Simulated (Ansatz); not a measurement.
# Sb: the cost of one run

Computed with Ansatz 0.2.0 (DFT PBE, scalar-relativistic, unless a step's input says otherwise).

### 1 The starting structure

Symmetry: Fm-3m, No. 225, cubic system. The conventional cell has a = 4.610 Å, b = 4.610 Å, c = 4.610 Å, α = 90.00°, β = 90.00°, γ = 90.00°. Around Sb (site symmetry m-3m) lie 12 Sb at 3.26 Å.

Structure file:

```
CELL_PARAMETERS angstrom
0.00000 2.30500 2.30500
2.30500 0.00000 2.30500
2.30500 2.30500 0.00000
ATOMIC_POSITIONS crystal
Sb 0.00000 0.00000 0.00000
```

The geometry is a database entry used as it stands. It may stem from high pressure or temperature, or be incomplete, so it serves as a test cell.

### 2 Volume × 0.94, LAPW

File input.yaml:

```yaml
crystal:
  lattice:
    - [0.0, 2.2579459806, 2.2579459806]
    - [2.2579459806, 0.0, 2.2579459806]
    - [2.2579459806, 2.2579459806, 0.0]
  atoms:
    - { symbol: Sb, position: [0.0, 0.0, 0.0] }
kpoints:
  mp_grid: { grid: [12, 12, 12] }
  band_path:
    path:
      - [0.0, 0.0, 0.0]
      - [0.5, 0.0, 0.5]
      - [0.625, 0.25, 0.625]
      - [0.375, 0.375, 0.75]
      - [0.0, 0.0, 0.0]
      - [0.5, 0.5, 0.5]
      - [0.5, 0.25, 0.75]
      - [0.5, 0.0, 0.5]
    npoints: 5
scf:
  occupations: { method: fermi_dirac, width: 0.05 }
hamiltonian:
  xc: pbe
  pseudopotentials: { kind: all_electron, lapw: { basis_error: 0.001 } }
output:
  forces: true
  stress: true
  eigenvalues: true
```

Run with:

```console
ansatz run input.yaml --threads 1 --pin off --max-ram 3072MiB --backend cpu --events-out ev --progress --plain --runs-dir out
```

What time and memory should one allow on 1 thread of Intel Xeon 6975P-C (Granite Rapids), shared host?

About 3.2 s, with a peak of 0.3 GiB.
